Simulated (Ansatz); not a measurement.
## Levels of theory for CuI (h-MgO type)

All numbers come from Ansatz 0.2.0. No magnetic order. The prototype was imposed, so other structures may be more stable.

The cell is CuI, h-MgO type (it has left that coordination); cell and atoms were relaxed with r2SCAN. The symmetry is P6_3/mmc (No. 194, hexagonal); conventional cell a = 4.376 Å, c = 7.254 Å, 30.07 Å³ an atom. Cu is surrounded by 3 I at 2.53 Å; I is surrounded by 3 Cu at 2.53 Å.

```yaml
crystal:
  lattice:
    - [4.37554, 0.00000, 0.00000]
    - [-2.18777, 3.78933, 0.00000]
    - [0.00000, 0.00000, 7.25379]
  atoms:
    - { symbol: Cu, position: [0.33333, 0.66667, 0.25000] }
    - { symbol: Cu, position: [0.66667, 0.33333, 0.75000] }
    - { symbol: I, position: [0.66667, 0.33333, 0.25000] }
    - { symbol: I, position: [0.33333, 0.66667, 0.75000] }
```

Relaxed lattice by functional, symmetry kept:
```json
{"functional": "PBE", "k mesh": "6×6×4", "a (Å)": "4.390", "c (Å)": "8.096", "volume (Å³/atom)": "33.78"}
{"functional": "r2SCAN", "k mesh": "6×6×4", "a (Å)": "4.376", "c (Å)": "7.254", "volume (Å³/atom)": "30.07"}
{"functional": "PBEsol", "k mesh": "6×6×4", "a (Å)": "4.345", "c (Å)": "6.763", "volume (Å³/atom)": "27.65"}
{"functional": "LDA", "k mesh": "6×6×4", "a (Å)": "4.301", "c (Å)": "6.539", "volume (Å³/atom)": "26.19"}
```

On this one geometry the levels give:
```csv
level,k mesh,gap (eV),kind,edges,least direct gap (eV),rough cost
LDA,6×6×4,1.04,direct,Γ,1.04,10 core-seconds
PBE,6×6×4,1.21,direct,Γ,1.21,29 core-seconds
PBE+SOC,6×6×4,1.11,direct,Γ,1.11,90 core-seconds
r2SCAN,6×6×4,1.66,direct,Γ,1.66,25 core-seconds
HSE06,6×6×4,2.69,direct,Γ,2.69,15 core-minutes
DDH-PBE0,6×6×4,2.63,direct,Γ,2.63,18 core-minutes
PBE0,6×6×4,3.36,direct,Γ,3.36,12 core-minutes
```
PBE, PBE+SOC: smearing of 0.02 eV; the others have fixed occupations.
Wave cutoffs: 420 eV, 500 eV (r2SCAN).
Costs come from shared machines and give only the order; PBE's includes the band path.

HSE06 gives a direct gap of 2.69 eV at Γ. Spin-orbit coupling changes the PBE gap by -0.10 eV, to 1.11 eV.

r2SCAN covers 30 % of the step from PBE to HSE06. For gaps to 0.1 eV, spin-orbit coupling (up to 0.10 eV here) is at the margin. Among these functionals the gap stays direct.

On the PBEsol cell (a = 4.345 Å, c = 6.763 Å), with PBEsol: 2 optical levels at Γ are imaginary (87i, 49i cm⁻¹, printed negative). The program warns that the force constants, and all that is formed from them, aren't settled on this k mesh, so whether the cell is unstable needs a finer one. The electronic dielectric tensor ε∞ is 7.29 along x and y, 5.47 along z. Born charges, averaged over directions: Cu +1.09, I -1.09 e.

Only the levels marked +SOC include spin-orbit coupling.

The meshes of the hybrids are coarse, so their gaps aren't converged to the digits shown.
